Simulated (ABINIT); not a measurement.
# ZrC (Fm-3m) in ABINIT: notebook

One crystal, ZrC, is run at these levels: PBE; tasks: band structure, single point.

Everything below comes from runs of ABINIT 10.8.3 (patched build). Logs are shortened: lines on timing, memory, paths and dates and some standing lists are left out, and cuts for length are marked. The log counts tension as positive stress, the text compression.

### 1 The structure

Symmetry: Fm-3m, No. 225, cubic system. Conventional cell: a = 4.730 Å, b = 4.730 Å, c = 4.730 Å, α = 90.00°, β = 90.00°, γ = 90.00°. Around Zr (site symmetry m-3m) lie 6 C at 2.37 Å. Around C (site symmetry m-3m) lie 6 Zr at 2.37 Å.

### 2 Band structure, PBE

Contents of run.abi:

```
# Datasets: ground state, then fixed potential
ndtset 2

# Pseudopotentials
pp_dirpath "./"
pseudos "Zr.GGA_PBE-JTH.xml, C.GGA_PBE-JTH.xml"

# Structure
acell 3*1.0 Angstrom
rprim
     0.0000000000     2.3650000000     2.3650000000
     2.3650000000     0.0000000000     2.3650000000
     2.3650000000     2.3650000000     0.0000000000
ntypat 2
znucl 40 6
natom 2
typat 1 2
xcart
     4.4692022847     4.4692022847     4.4692022847
     0.0000000000     0.0000000000     0.0000000000

# Plane-wave basis
ecut 517.016339 eV
pawecutdg 38.0
pawxcdev 0

# Exchange and correlation
ixc 11

# Bands and occupations
occopt 3
tsmear 0.00183747

# SCF cycle
nstep 100

# Output
iomode 3
prtwf 0
prteig 0
prtebands 0
enunit 1
prtden1 1
prtvha1 1
prtvclmb1 1
prtpot1 1

# Dataset 1
kptopt1 1
ngkpt1 10 10 10
nshiftk1 1
shiftk1 0.0 0.0 0.0
nband1 12
tolvrs1 1.0e-9

# Dataset 2: bands along G-X-W-K-G-L-U-W-L-K
iscf2 -2
getden2 1
nband2 18
nbdbuf2 4
tolwfr2 1.0e-11
kptopt2 -9
ndivsm2 6
prteig2 1
prtvol2 -3
kptbounds2
     0.0000000000     0.0000000000     0.0000000000
     0.5000000000     0.0000000000     0.5000000000
     0.5000000000     0.2500000000     0.7500000000
     0.3750000000     0.3750000000     0.7500000000
     0.0000000000     0.0000000000     0.0000000000
     0.5000000000     0.5000000000     0.5000000000
     0.6250000000     0.2500000000     0.6250000000
     0.5000000000     0.2500000000     0.7500000000
     0.5000000000     0.5000000000     0.5000000000
     0.3750000000     0.3750000000     0.7500000000
```

Potentials or basis: JTH PAW PBE v2.0.

Command:

```sh
abinit run.abi > log 2>&1
```

run.abo:

```text
.Version 10.8.3 of ABINIT
 DATASET    1 : space group Fm -3 m (#225); Bravais cF (face-center cubic)
================================================================================
 Values of the parameters that define the memory need for DATASET  1.
     intxc =       0    ionmov =       0      iscf =      17    lmnmax =      18
     lnmax =       6     mgfft =      27  mpssoang =       3    mqgrid =    3001
     natom =       2  nloc_mem =       2    nspden =       1   nspinor =       1
    nsppol =       1      nsym =      48    n1xccc =       1    ntypat =       2
    occopt =       3   xclevel =       2
       mpw =         716          nfft =       19683          nkpt =          47
 PAW method is used; the additional fine FFT grid is defined by:
   mgfftf=        36    nfftf =     46656
================================================================================
================================================================================

 DATASET    2 : space group Fm -3 m (#225); Bravais cF (face-center cubic)
================================================================================
 Values of the parameters that define the memory need for DATASET  2.
     intxc =       0    ionmov =       0      iscf =      -2    lmnmax =      18
     lnmax =       6     mgfft =      27  mpssoang =       3    mqgrid =    3001
     natom =       2  nloc_mem =       2    nspden =       1   nspinor =       1
    nsppol =       1      nsym =      48    n1xccc =       1    ntypat =       2
    occopt =       3   xclevel =       2
       mpw =         725          nfft =       19683          nkpt =         103
 PAW method is used; the additional fine FFT grid is defined by:
   mgfftf=        36    nfftf =     46656
================================================================================
================================================================================

--------------------------------------------------------------------------------
------------- Echo of variables that govern the present computation ------------
--------------------------------------------------------------------------------
 -outvars: echo values of preprocessed input variables --------
            acell      1.8897261259E+00  1.8897261259E+00  1.8897261259E+00 Bohr
              amu      9.12240000E+01  1.20110000E+01
             ecut      1.90000000E+01 Hartree
           enunit           1
           getden1          0
           getden2          1
             iscf1         17
             iscf2         -2
              ixc          11
           jdtset        1    2
           kptopt1          1
           kptopt2         -9
         kptrlatt       10    0    0      0   10    0      0    0   10
          kptrlen1     6.32040649E+01
          kptrlen2     3.00000000E+01
            natom           2
            nband1         12
            nband2         18
           nbdbuf1          0
           nbdbuf2          4
           ndtset           2
           ndivsm1          0
           ndivsm2          6
            ngfft          27      27      27
          ngfftdg          36      36      36
             nkpt1         47
             nkpt2        103
            nstep         100
             nsym          48
           ntypat           2
           occopt           3
        pawecutdg      3.80000000E+01 Hartree
         pawxcdev           0
        prtebands           0
           prteig1          0
           prteig2          1
           prtpot1          1
           prtpot2          0
         prtvclmb1          1
         prtvclmb2          0
           prtvha1          1
           prtvha2          0
           prtvol1          0
           prtvol2         -3
            prtwf           0
            rprim      0.0000000000E+00  2.3650000000E+00  2.3650000000E+00
                       2.3650000000E+00  0.0000000000E+00  2.3650000000E+00
                       2.3650000000E+00  2.3650000000E+00  0.0000000000E+00
           shiftk1     0.00000000E+00  0.00000000E+00  0.00000000E+00
           shiftk2     5.00000000E-01  5.00000000E-01  5.00000000E-01
          spgroup         225
           tolvrs1     1.00000000E-09
           tolvrs2     0.00000000E+00
[... 247 lines left out ...]
         ecut(hartree)=     38.000   => boxcut(ratio)=   2.05258
--------------------------------------------------------------------------------

================================================================================
 Non-SCF case, kpt    1 (  0.00000  0.00000  0.00000), residuals and eigenvalues=
  2.70E-12  9.40E-12  4.25E-12  6.16E-12  8.99E-12  5.40E-12  9.76E-12  2.45E-12
  8.10E-12  8.81E-12  7.96E-12  4.83E-12  2.50E-12  3.66E-12  1.04E-12  1.73E-07
  4.33E-07  4.21E-07
 -1.3527E+00 -5.3390E-01 -5.3390E-01 -5.3390E-01  5.1342E-03  4.5253E-01
  4.5253E-01  4.5253E-01  4.5831E-01  4.5831E-01  4.5831E-01  5.1957E-01
  5.1957E-01  6.7889E-01  8.0143E-01  1.2296E+00  1.2296E+00  1.2296E+00
 Non-SCF case, kpt    2 (  0.02941  0.00000  0.02941), residuals and eigenvalues=
  5.37E-12  3.12E-12  5.89E-12  8.60E-12  4.02E-12  6.03E-12  2.62E-12  1.85E-12
  2.27E-12  7.87E-12  4.57E-12  1.74E-12  6.82E-12  8.23E-12  1.34E-12  2.24E-08
  3.52E-07  2.33E-07
[... 696 lines left out ...]
 Non-SCF case, kpt  102 (  0.38750  0.38750  0.72500), residuals and eigenvalues=
  8.41E-12  2.75E-12  2.03E-12  5.18E-12  1.21E-12  6.19E-12  1.60E-12  1.16E-12
  7.74E-12  8.96E-12  2.67E-12  5.74E-12  3.46E-12  4.93E-12  7.42E-12  6.63E-11
  3.31E-08  2.09E-05
 -1.3483E+00 -5.5445E-01 -5.5050E-01 -5.4071E-01  7.4350E-02  2.9934E-01
  3.3303E-01  3.5471E-01  4.8417E-01  5.8900E-01  6.0941E-01  6.8500E-01
  6.9727E-01  8.4990E-01  8.7208E-01  9.2568E-01  1.0426E+00  1.1090E+00
 Non-SCF case, kpt  103 (  0.37500  0.37500  0.75000), residuals and eigenvalues=
  2.88E-12  5.95E-12  3.72E-12  2.37E-12  2.58E-12  1.77E-12  3.42E-12  2.32E-12
  2.26E-12  1.28E-12  1.78E-12  2.60E-12  4.88E-12  2.82E-12  5.12E-12  1.21E-11
  1.49E-07  2.15E-06
 -1.3483E+00 -5.5471E-01 -5.5024E-01 -5.4119E-01  7.0361E-02  3.0790E-01
  3.3416E-01  3.6148E-01  4.7291E-01  5.9387E-01  6.1239E-01  6.8242E-01
  6.8662E-01  8.5392E-01  8.6211E-01  9.3656E-01  1.0562E+00  1.0986E+00

--- !ResultsGS
iteration_state: {dtset: 2, }
comment   : Summary of ground state results
lattice_vectors:
- [  0.0000000,   4.4692023,   4.4692023, ]
- [  4.4692023,   0.0000000,   4.4692023, ]
- [  4.4692023,   4.4692023,   0.0000000, ]
lattice_lengths: [   6.32041,    6.32041,    6.32041, ]
lattice_angles: [ 60.000,  60.000,  60.000, ] # degrees, (23, 13, 12)
lattice_volume:   1.7853363E+02
convergence: {deltae:  0.000E+00, res2:  0.000E+00, residm:  9.995E-12, diffor:  0.000E+00, }
etotal    :  -5.33204132E+01
entropy   :   0.00000000E+00
fermie    :   4.18699652E-01
cartesian_stress_tensor: null
pressure_GPa: null
xred      :
- [  5.0000E-01,   5.0000E-01,   5.0000E-01, Zr]
- [ -3.4367E-10,  -3.4367E-10,  -3.4367E-10,  C]
cartesian_forces: null
force_length_stats: {min: null, max: null, mean: null, }
...

 Integrated electronic density in atomic spheres:
 ------------------------------------------------
 Atom  Sphere_radius  Integrated_density
    1        2.22030          9.02364855
    2        1.50737          2.38294243

================================================================================

 ----iterations are completed or convergence reached----

 Mean square residual over all n,k,spin=   46.105E-13; max=  99.947E-13
 reduced coordinates (array xred) for    2 atoms
       0.499999999656      0.499999999656      0.499999999656
      -0.000000000344     -0.000000000344     -0.000000000344

 cartesian coordinates (angstrom) at end:
    1      2.36499999837442     2.36499999837442     2.36499999837442
    2     -0.00000000162558    -0.00000000162558    -0.00000000162558
 length scales=  1.889726125908  1.889726125908  1.889726125908 bohr
              =  1.000000000000  1.000000000000  1.000000000000 angstroms
 Eigenvalues (   eV  ) for nkpt= 103  k points:
 kpt#   1, nband= 18, wtk=  1.00000, kpt=  0.0000  0.0000  0.0000 (reduced coord)
 -36.80909  -14.52815  -14.52815  -14.52815    0.13971   12.31405   12.31405   12.31405
  12.47116   12.47116   12.47116   14.13820   14.13820   18.47341   21.80813   33.45949
  33.45949   33.45950
 kpt#   2, nband= 18, wtk=  1.00000, kpt=  0.0294  0.0000  0.0294 (reduced coord)
 -36.80805  -14.53504  -14.53043  -14.53043    0.16532   12.01210   12.06853   12.06853
  12.43423   12.75419   12.75419   14.14950   14.43401   18.53407   21.87958   33.17581
  33.17582   33.47285
 kpt#   3, nband= 18, wtk=  1.00000, kpt=  0.0588  0.0000  0.0588 (reduced coord)
 -36.80494  -14.55533  -14.53720  -14.53720    0.24070   11.39956   11.79812   11.79812
  12.32742   13.13614   13.13614   14.18328   15.02116   18.72202   22.08959   32.52711
  32.52728   33.51792
 kpt#   4, nband= 18, wtk=  1.00000, kpt=  0.0882  0.0000  0.0882 (reduced coord)
 -36.79989  -14.58796  -14.54821  -14.54821    0.36140   10.72867   11.56629   11.56629
  12.16132   13.54988   13.54988   14.23878   15.63112   19.05044   22.42609   31.75193
  31.75194   33.58329
 kpt#   5, nband= 18, wtk=  1.00000, kpt=  0.1176  0.0000  0.1176 (reduced coord)
[... 381 lines left out ...]
  13.85231   15.83622   16.35469   18.92343   19.72412   22.11171   24.31843   25.17478
  27.05990   31.56605
 kpt# 101, nband= 18, wtk=  1.00000, kpt=  0.4000  0.4000  0.7000 (reduced coord)
 -36.69244  -15.11411  -14.94487  -14.69829    2.15169    7.86666    9.02051    9.46538
  13.50660   15.91756   16.46946   18.73219   19.35997   22.69068   24.06157   25.10454
  27.72842   30.80497
 kpt# 102, nband= 18, wtk=  1.00000, kpt=  0.3875  0.3875  0.7250 (reduced coord)
 -36.68973  -15.08747  -14.97989  -14.71356    2.02318    8.14546    9.06211    9.65228
  13.17484   16.02738   16.58295   18.63983   18.97379   23.12685   23.73053   25.18902
  28.36995   30.17651
 kpt# 103, nband= 18, wtk=  1.00000, kpt=  0.3750  0.3750  0.7500 (reduced coord)
 -36.68812  -15.09436  -14.97279  -14.72663    1.91462    8.37848    9.09288    9.83626
  12.86851   16.16008   16.66399   18.56970   18.68390   23.23631   23.45913   25.48506
  28.74013   29.89524

== END DATASET(S) ==============================================================
================================================================================

 -outvars: echo values of variables after computation  --------
            acell      1.8897261259E+00  1.8897261259E+00  1.8897261259E+00 Bohr
           etotal1    -5.3320413189E+01
            fcart1    -0.0000000000E+00 -0.0000000000E+00 -0.0000000000E+00
                      -0.0000000000E+00 -0.0000000000E+00 -0.0000000000E+00
            rprim      0.0000000000E+00  2.3650000000E+00  2.3650000000E+00
                       2.3650000000E+00  0.0000000000E+00  2.3650000000E+00
                       2.3650000000E+00  2.3650000000E+00  0.0000000000E+00
           strten1     1.0523587986E-04  1.0523587986E-04  1.0523587986E-04
                       0.0000000000E+00  0.0000000000E+00  0.0000000000E+00
           xangst      2.3649999984E+00  2.3649999984E+00  2.3649999984E+00
                      -1.6255821670E-09 -1.6255820850E-09 -1.6255821670E-09
             xred      4.9999999966E-01  4.9999999966E-01  4.9999999966E-01
                      -3.4367485940E-10 -3.4367489410E-10 -3.4367485940E-10
 Calculation completed.
```

It took 26 s on 1 thread of Arm Neoverse V2, shared host; peak memory 0.11 GiB.

Results:

- Free energy: -1450.9224 eV
- Pressure: -3.1 GPa
- Band gap on the k mesh: none (metal or under the smearing width)
- Valence electrons inside the program's atomic spheres: Zr 9.02; C 2.38

Levels at the corners of the path, in eV from the Fermi level:
| point | band 6 | band 7 | band 8 | band 9 | band 10 | band 11 |
| --- | --- | --- | --- | --- | --- | --- |
| Γ | 0.92 | 0.92 | 0.92 | 1.08 | 1.08 | 1.08 |
| X | -2.10 | -1.71 | 0.03 | 0.03 | 4.34 | 5.52 |
| W | -2.60 | -2.34 | -2.34 | 3.22 | 3.22 | 5.53 |
| K | -3.01 | -2.30 | -1.56 | 1.48 | 4.77 | 5.27 |
| Γ | 0.92 | 0.92 | 0.92 | 1.08 | 1.08 | 1.08 |
| L | -5.23 | -2.88 | -2.88 | 4.39 | 4.39 | 5.21 |
| U | -3.01 | -2.30 | -1.56 | 1.48 | 4.77 | 5.27 |
| W | -2.60 | -2.34 | -2.34 | 3.22 | 3.22 | 5.53 |
| L | -5.23 | -2.88 | -2.88 | 4.39 | 4.39 | 5.21 |
| K | -3.01 | -2.30 | -1.56 | 1.48 | 4.77 | 5.27 |

### 3 Band structure, PBE, spin-orbit coupling, no magnetisation

run.abi: that of step 2 with these lines changed.

```diff
@@ -33,2 +33,7 @@
 
+# Spin
+nspinor 2
+nspden 1
+pawspnorb 1
+
 # SCF cycle
@@ -48,3 +53,3 @@
 # Dataset 1
-kptopt1 1
+kptopt1 4
 ngkpt1 10 10 10
@@ -52,3 +57,3 @@
 shiftk1 0.0 0.0 0.0
-nband1 12
+nband1 24
 tolvrs1 1.0e-9
@@ -58,4 +63,4 @@
 getden2 1
-nband2 18
-nbdbuf2 4
+nband2 36
+nbdbuf2 8
 tolwfr2 1.0e-11
```

Potentials or basis: JTH PAW PBE v2.0.

Command:

```sh
abinit run.abi > log 2>&1
```

Run time: 2 min. Hardware: 1 thread of Arm Neoverse V2, shared host; peak memory 0.18 GiB.

It converged, with:

```yaml
Free_energy: -1451.0062 eV
Pressure: -3.1 GPa
Band_gap_on_the_k_mesh: none (metal or under the smearing width)
Valence_electrons_inside_the_program's_atomic_spheres: Zr 9.02; C 2.38
```

Levels at the corners of the path, in eV from the Fermi level:
| point | band 12 | band 13 | band 14 | band 15 | band 16 | band 17 | band 18 | band 19 | band 20 | band 21 |
| --- | --- | --- | --- | --- | --- | --- | --- | --- | --- | --- |
| Γ | 0.88 | 0.94 | 0.94 | 0.94 | 0.94 | 1.05 | 1.05 | 1.05 | 1.05 | 1.12 |
| X | -2.11 | -1.71 | -1.71 | -0.02 | -0.02 | 0.09 | 0.09 | 4.33 | 4.33 | 5.48 |
| W | -2.61 | -2.41 | -2.41 | -2.27 | -2.27 | 3.21 | 3.21 | 3.23 | 3.23 | 5.53 |
| K | -3.02 | -2.30 | -2.30 | -1.56 | -1.56 | 1.47 | 1.47 | 4.76 | 4.76 | 5.27 |
| Γ | 0.88 | 0.94 | 0.94 | 0.94 | 0.94 | 1.05 | 1.05 | 1.05 | 1.05 | 1.12 |
| L | -5.23 | -2.89 | -2.89 | -2.87 | -2.87 | 4.38 | 4.38 | 4.39 | 4.39 | 5.21 |
| U | -3.02 | -2.30 | -2.30 | -1.56 | -1.56 | 1.47 | 1.47 | 4.76 | 4.76 | 5.27 |
| W | -2.61 | -2.41 | -2.41 | -2.27 | -2.27 | 3.21 | 3.21 | 3.23 | 3.23 | 5.53 |
| L | -5.23 | -2.89 | -2.89 | -2.87 | -2.87 | 4.38 | 4.38 | 4.39 | 4.39 | 5.21 |
| K | -3.02 | -2.30 | -2.30 | -1.56 | -1.56 | 1.47 | 1.47 | 4.76 | 4.76 | 5.27 |

### 4 Single point, PBE, 13.23 Å³/atom (shear strain of 0 %)

Contents of run.abi:

```
# Pseudopotentials
pp_dirpath "./"
pseudos "Zr.GGA_PBE-JTH.xml, C.GGA_PBE-JTH.xml"

# Structure
acell 3*1.0 Angstrom
rprim
     0.0000000000     2.3650000000     2.3650000000
     2.3650000000     0.0000000000     2.3650000000
     2.3650000000     2.3650000000     0.0000000000
ntypat 2
znucl 40 6
natom 2
typat 1 2
xcart
     4.4692022847     4.4692022847     4.4692022847
     0.0000000000     0.0000000000     0.0000000000

# Plane-wave basis
ecut 517.016339 eV
pawecutdg 38.0
pawxcdev 0

# k points
kptopt 1
ngkpt 10 10 10
nshiftk 1
shiftk 0.0 0.0 0.0

# Exchange and correlation
ixc 11

# Bands and occupations
nband 12
occopt 3
tsmear 0.00183747

# SCF cycle
nstep 100
tolvrs 1.0e-9

# Output
iomode 3
prtwf 0
prteig 0
prtebands 0
enunit 2
prtden 1
prtvha 1
prtvclmb 1
prtpot 1
```

Command:

```sh
abinit run.abi > log 2>&1
```

Wall time 15 s (1 thread of Arm Neoverse V1, shared host); peak memory 0.11 GiB.

Results (log left out):

```
Free energy                                           : -1450.9224 eV
Pressure                                              : -3.1 GPa
Band gap on the k mesh                                : none (metal or under the smearing width)
Valence electrons inside the program's atomic spheres : Zr 9.02; C 2.38
```

### 5 Single point, PBE, 13.22 Å³/atom (shear strain of -4 %)

run.abi: that of step 4 with these lines changed.

```diff
@@ -7,5 +7,5 @@
 rprim
-     0.0000000000     2.3650000000     2.3650000000
-     2.3650000000     0.0000000000     2.3650000000
-     2.3650000000     2.3650000000     0.0000000000
+    -0.0473000000     2.3650000000     2.3650000000
+     2.3650000000    -0.0473000000     2.3650000000
+     2.3177000000     2.3177000000     0.0000000000
 ntypat 2
@@ -15,4 +15,7 @@
 xcart
-     4.4692022847     4.4692022847     4.4692022847
+     4.3798182390     4.3798182390     4.4692022847
      0.0000000000     0.0000000000     0.0000000000
+chkprim 0
+chksymtnons 0
+tolsym 1.0e-6
```

Command:

```sh
abinit run.abi > log 2>&1
```

Run time: 46 s. Hardware: 1 thread of Arm Neoverse V1, shared host; peak memory 0.14 GiB.

Results (log left out):

- Free energy: -1450.9023 eV
- Pressure: -3.0 GPa
- Band gap on the k mesh: none (metal or under the smearing width)
- Valence electrons inside the program's atomic spheres: Zr 9.02; C 2.37
